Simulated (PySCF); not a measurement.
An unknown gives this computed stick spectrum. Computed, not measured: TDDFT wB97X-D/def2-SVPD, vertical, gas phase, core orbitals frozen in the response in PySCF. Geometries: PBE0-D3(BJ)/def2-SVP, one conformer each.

```json
{"state": "S1", "E (eV)": "3.90", "λ (nm)": "318.2", "f": "0.0002"}
{"state": "S2", "E (eV)": "5.00", "λ (nm)": "247.8", "f": "0.019"}
{"state": "S3", "E (eV)": "5.43", "λ (nm)": "228.4", "f": "0.250"}
{"state": "S4", "E (eV)": "6.61", "λ (nm)": "187.7", "f": "0.263"}
{"state": "S5", "E (eV)": "6.63", "λ (nm)": "187.0", "f": "0.0002"}
{"state": "S6", "E (eV)": "6.77", "λ (nm)": "183.0", "f": "0.479"}
{"state": "S7", "E (eV)": "6.99", "λ (nm)": "177.3", "f": "0.0001"}
{"state": "S8", "E (eV)": "7.29", "λ (nm)": "170.0", "f": "0.0024"}
{"state": "S9", "E (eV)": "7.70", "λ (nm)": "161.0", "f": "0.0000"}
{"state": "S10", "E (eV)": "7.81", "λ (nm)": "158.7", "f": "0.0036"}
```

Triplets computed (Tamm–Dancoff): 3.41, 3.72, 4.28, 4.68 eV.

**Question.** Which candidate is it? All have the formula C7H6O.
A. `O=Cc1ccccc1`
B. `C(#C)Cc1occc1`
C. `C1=CC(C=CC1=C)=O`

**Answer.** A. Its S1 lies at 3.90 eV; the nearest of the others has S1 at 3.31 eV. S1 is HOMO-1→LUMO (89%), HOMO-1→LUMO+3 (10%). Löwdin shares by element: HOMO carbon 74% or more (atoms not listed hold the other 26%); LUMO carbon 46% or more, oxygen 19% (atoms not listed hold the other 35%). At the same level the other candidates give, for their lowest levels:
- `C=C1C=CC(=O)C=C1`: 3.31 eV (f 0.000); 4.60 eV (f 0.003); 4.72 eV (f 0.624); 5.92 eV (f 0.001); 5.94 eV (f 0.020); T1 2.38 eV; HOMO -8.98, LUMO -1.11 eV
- `C#CCc1ccco1`: 6.14 eV (f 0.284); 6.55 eV (f 0.006); 6.65 eV (f 0.005); 6.82 eV (f 0.001); 6.85 eV (f 0.003); T1 4.07 eV; HOMO -8.37, LUMO 1.87 eV

Shape of the structure used: `[O:1]=[CH:2][c:3]1[cH:4][cH:5][cH:6][cH:7][cH:8]1`: O1–C2–C3–C4 180°.
